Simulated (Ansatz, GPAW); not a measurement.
Ca: programs and potentials compared

```xyz
1
Lattice="0.0092 2.8669 2.8585 2.7361 0.0688 2.7989 2.7732 2.8444 0.0317" Properties=species:S:1:pos:R:3 pbc="T T T"
Ca    0.0194    0.0177    0.0102
```

Alike in all runs: task band structure; functional BLYP; k mesh 8 × 8 × 8; occupations methfessel-paxton, width 0.2 eV; no spin polarisation; no spin-orbit coupling. Pressure is positive in compression and, in plane waves, holds the error of the finite cutoff, which Ansatz's Pulay term estimates and takes out.

```csv
program and potentials,plane-wave cutoff (eV),notes,pressure (GPa)
"Ansatz, Ansatz PAW",420,"potentials made for PBE, which Ansatz adapts in part",-0.40
"GPAW, PAW data sets generated for this functional",600,-,-0.39
"Ansatz, all-electron LAPW, scalar-relativistic",-,-,-0.40
```

The pressure spans -0.40 (Ansatz, Ansatz PAW) to -0.39 GPa (GPAW, PAW data sets generated for this functional), with all-electron results at -0.40. Some sets were made for another functional than the one run, which can shift their rows.

The functional is the same throughout but for its coding, so the spread measures potentials, basis and numerics; runs on potential files found faulty are left out.
